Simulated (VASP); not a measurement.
## Lu: equation of state with PBE

The system is Lu.

```
Lu
1.0
    -1.95411    1.95411    1.95411
     1.95411   -1.95411    1.95411
     1.95411    1.95411   -1.95411
Lu
1
Direct
  0.00000 0.00000 0.00000
```

This isn't the form of Lu at room conditions, which is hcp.

| Property | Result |
| --- | --- |
| Program | VASP 6.6.1 |
| Task | equation of state |
| Functional | PBE |
| Potentials or basis | VASP PAW PBE potentials, release 64 (Lu) |
| Cutoff | 520 eV |
| k mesh | 10 × 10 × 10 |
| Occupations | fermi-dirac, width 0.05 eV |
| Spin | no spin polarisation |
| Further INCAR settings | ALGO = Normal; EDIFF = 1e-07; NBANDS = 18 |

* Equilibrium volume: 29.71 Å³/atom
* Bulk modulus: 44 GPa
* Pressure derivative of the bulk modulus: 3.5

Energy against volume, from the lowest point:
| volume (Å³/atom) | energy (meV/atom) |
| --- | --- |
| 28.056 | 13.65 |
| 28.653 | 5.36 |
| 29.250 | 0.93 |
| 29.847 | 0.00 |
| 30.444 | 2.27 |
| 31.041 | 7.46 |
| 31.638 | 15.35 |

All runs of the series together: 2.2 min on 1 thread of Intel(R) Xeon(R) Platinum 8559C (Emerald Rapids), on a shared host.

Spin-orbit coupling is left out, which matters for the levels of Lu.
